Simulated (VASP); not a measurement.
Write the native input for VASP 6.6.1 that does the following.

```yaml
Task: single point
Functional: PBE0(alpha)
Potentials_or_basis: VASP PAW PBE potentials, release 64 (Ca_sv, B)
Cutoff: 520 eV
k_mesh: 5 × 5 × 4
Occupations: fermi-dirac, width 0.05 eV
Spin: no spin polarisation
Share_of_exact_exchange: 0.05
Grid_for_exact_exchange_PRECFOCK: Fast
Exchange_at_q_=_0: truncated
Further_INCAR_settings: ALGO = Normal; EDIFF = 1e-06
```

Crystal: CaB2.

```xyz
3
Lattice="3.2264 0.0000 0.0000 -1.6132 2.7942 0.0000 0.0000 0.0000 4.0674" Properties=species:S:1:pos:R:3 pbc="T T T"
Ca    0.0000    0.0000    0.0000
B     1.6132    0.9314    2.0337
B     0.0000    1.8628    2.0337
```

The cell comes from a database or a generator and needn't be the stable form of this composition.

These files were run (other wordings do the same):

POSCAR

```
CaB2
1.0
    3.2264302843      0.0000000000      0.0000000000
   -1.6132151421      2.7941705897      0.0000000000
    0.0000000000      0.0000000000      4.0673920000
Ca B
1 2
Direct
    0.0000000000      0.0000000000      0.0000000000
    0.6666666667      0.3333333333      0.5000000000
    0.3333333333      0.6666666667      0.5000000000
```

INCAR.step1

```
  ALGO = Normal
  EDIFF = 1E-5
  ENCUT = 520
  GGA = PE
  ISIF = 2
  ISMEAR = -1
  LASPH = T
  LREAL = F
  LWAVE = T
  NELM = 60
  PREC = Accurate
  SIGMA = 0.05
```

INCAR.step2

```
  AEXX = 0.05
  ALGO = Normal
  EDIFF = 1E-6
  ENCUT = 520
  GGA = PE
  HFRCUT = -1
  ISIF = 2
  ISMEAR = -1
  ISTART = 1
  LASPH = T
  LCHARG = F
  LHFCALC = T
  LREAL = F
  LWAVE = F
  NELM = 60
  PREC = Accurate
  PRECFOCK = Fast
  SIGMA = 0.05
```

KPOINTS

```
k-points
0
Gamma
  5 5 4
```

Potentials or basis: VASP PAW PBE potentials, release 64 (Ca_sv, B).

Launch:

```sh
$ cat potpaw_PBE.64/Ca_sv/POTCAR potpaw_PBE.64/B/POTCAR > POTCAR
$ cp INCAR.step1 INCAR
$ mpirun -np 1 vasp_std > vasp.out
$ cp INCAR.step2 INCAR
$ mpirun -np 1 vasp_std > vasp.out
```

It gave:

```json
{
  "Pressure": "-0.2 GPa",
  "Band gap on the k mesh": "none (metal or under the smearing width)"
}
```

Caveat: the k mesh is coarse (spacing up to 0.45 Å⁻¹), so the values aren't converged, least of all with exact exchange; the PAW data sets were made with another functional, which shifts forces and pressure a little.

It took 2.5 min on 1 thread of Intel(R) Xeon(R) Platinum 8488C (Sapphire Rapids), with other jobs on the host, peak memory 0.15 GiB.
